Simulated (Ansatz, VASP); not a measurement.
Given: the input of a run of Ansatz 0.2.0 on Ru.

File input.yaml:

```yaml
crystal:
  lattice:
    - [2.6692306523, 0.0, 0.0]
    - [-1.3346153261, 2.3116215535, 0.0]
    - [0.0, 0.0, 4.2240293924]
  atoms:
    - { symbol: Ru, position: [0.6666666667, 0.3333333333, 0.75] }
    - { symbol: Ru, position: [0.3333333333, 0.6666666667, 0.25] }
kpoints:
  mp_grid: { grid: [11, 11, 6] }
scf:
  occupations: { method: fermi_dirac, width: 0.05 }
hamiltonian:
  xc: pbesol
  pseudopotentials: { kind: all_electron, lapw: { basis_error: 0.001 } }
output:
  forces: true
  stress: true
  eigenvalues: true
```

Potentials or basis: all-electron LAPW, scalar-relativistic.

Command:

```sh
$ ansatz run input.yaml --threads 1 --pin off --max-ram 3072MiB --backend cpu --events-out ev --progress --plain --runs-dir out
```

Problem. Set up the same calculation for VASP 6.6.1. Potentials there: VASP PAW PBE potentials, release 64 (Ru_pv).

Solution. As run (the cutoff follows the program's own potentials):

The input INCAR:

```
SYSTEM = Ru
PREC     = Accurate       ! precision mode
ENCUT    = 520            ! plane-wave cutoff, eV
EDIFF    = 1E-6           ! SCF threshold, eV
ISMEAR   = -1             ! smearing method
SIGMA    = 0.05           ! smearing width, eV
LREAL    = .False.        ! projectors in reciprocal space
LASPH    = .True.         ! aspherical terms in the spheres
NELM     = 80             ! most SCF steps
ALGO     = Normal         ! electronic algorithm
ISIF     = 2              ! what is computed and relaxed
LWAVE    = .False.        ! write WAVECAR
LCHARG   = .False.        ! write CHGCAR
GGA      = PS             ! functional
NBANDS   = 21             ! bands
```

File KPOINTS:

```
regular mesh
0
Gamma
  11 11 6
  0 0 0
```

The input POSCAR:

```
Ru
1.0
    2.6692306523      0.0000000000      0.0000000000
   -1.3346153261      2.3116215535      0.0000000000
    0.0000000000      0.0000000000      4.2240293924
Ru
2
Direct
    0.6666666667      0.3333333333      0.7500000000
    0.3333333333      0.6666666667      0.2500000000
```

Potentials or basis: VASP PAW PBE potentials, release 64 (Ru_pv).

The run is started by

```console
$ cat potpaw_PBE.64/Ru_pv/POTCAR > POTCAR
$ mpirun -np 1 vasp_std > vasp.out
```

Both were run:

|  | VASP | Ansatz | Ansatz less VASP |
| --- | --- | --- | --- |
| gap on the k mesh at the Fermi level (eV) | none | none | - |
| pressure (GPa) | 8.1 | 8.1 | -0.03 |
| largest component of the traceless stress (GPa) | 0.27 | 0.24 | -0.027 |

A gap of «none» marks a metal or a gap that the smearing closes. Ansatz ran all-electron here, so the differences hold the error of VASP's frozen core and of both bases.

Caveats: the PAW data sets were made with another functional, which shifts forces and pressure a little (VASP).
